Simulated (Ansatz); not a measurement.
How the field gradients follow the size of the cell in SiO₂

Reference cell: a computed structure from the Materials Project (it need not be an observed phase), ions relaxed with PBE at fixed cell.

Space group I-43m (No. 217); a = 8.9170 Å.

| site | Wyckoff | site symmetry | x | y | z |
| --- | --- | --- | --- | --- | --- |
| Si | 12d | -4.. | 0.2500 | 0.0000 | 0.5000 |
| O | 24g | ..m | 0.8538 | 0.1462 | 0.5326 |

One atom of each set is listed; the run and its k-mesh use a cell of 18 atoms with edges of 7.72, 7.72, 7.72 Å.

The numbers come from a DFT calculation in Ansatz (PBE, plane waves and PAW (field gradients read without the response of the frozen cores, which leaves them typically 4 to 6 % off), scalar-relativistic, 420 eV cutoff, Γ-centred 4×4×4 k-points, Fermi–Dirac smearing 0.02 eV).

The cell is scaled uniformly, and the ions relax again at each size.

```
V/V₀   Si V_zz (η)    O V_zz (η)
0.98             ?             ?
0.99  -0.65 (0.00)  10.27 (0.14)
1.00  -0.73 (0.00)  10.41 (0.12)
```

(1) Fill in the row for V/V₀ = 0.98 (V_zz in 10²¹ V/m²).

## Answers

(1) Si: -0.69 (0.00), O: 10.18 (0.15). Logarithmic slopes d ln|V_zz|/d ln V over the series, for the sites that change steadily: O 1.1. Point charges on a uniformly scaled lattice would give −1; atoms that shift within the cell as it changes, and charge that moves in the bonds, make the difference.
